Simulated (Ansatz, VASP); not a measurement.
## Al in VASP and in Ansatz

```
Al
1.0
     0.00000    1.96377    1.96377
     1.96377    0.00000    1.96377
     1.96377    1.96377    0.00000
Al
1
Direct
  0.00000 0.00000 0.00000
```

Alike in both runs: functional PBE; k mesh 18 × 18 × 18; occupations gaussian, width 0.1 eV; no spin polarisation.

Ansatz relaxed the structure, and its values are those at the end. VASP's run is a single point on that final structure, the one shown.

|  | VASP | Ansatz |
| --- | --- | --- |
| version | VASP 6.6.1 | Ansatz 0.2.0 |
| potentials or method | VASP PAW PBE potentials, release 64 (Al) | scalar-relativistic, plane waves, PAW |
| plane-wave cutoff (eV) | 520 | 420 |
| valence electrons in the cell | 3 | 3 |

|  | VASP | Ansatz | Ansatz less VASP |
| --- | --- | --- | --- |
| gap on the k mesh at the Fermi level (eV) | none | none | - |
| pressure (GPa) | 7.9 | 8.0 | +0.03 |

A gap of «none» marks a metal or a gap that the smearing closes.
